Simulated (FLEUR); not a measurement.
Crystal: CdSe (Cadmoselite).

```
Cd Se
1.0
     4.30000    0.00000    0.00000
    -2.15000    3.72391    0.00000
     0.00000    0.00000    7.02000
Cd Se
2 2
Direct
  0.66667 0.33333 0.50000
  0.33333 0.66667 0.00000
  0.66667 0.33333 0.88500
  0.33333 0.66667 0.38500
```

Base run:

```yaml
Program: FLEUR MaX-R8.1 (later development tree)
Functional: r2SCAN
Potentials_or_basis: all-electron
Basis: FLAPW
Kmax: 4.67 1/bohr
k_mesh: 7 × 7 × 4
Occupations: fermi-dirac, width 0.05 eV
Spin: no spin polarisation
```

Its results: band gap on the k mesh 1.18 eV, direct.

The run is repeated on the same cell with these changes: functional from r2SCAN to Xalpha. What comes out?

Band gap on the k mesh 0.31 eV, direct.

Caveats: the meta-GGA is that of a development version, with a GGA for the radial functions and cores and without core tails (some runs).

Not every run made on this cell is shown here.
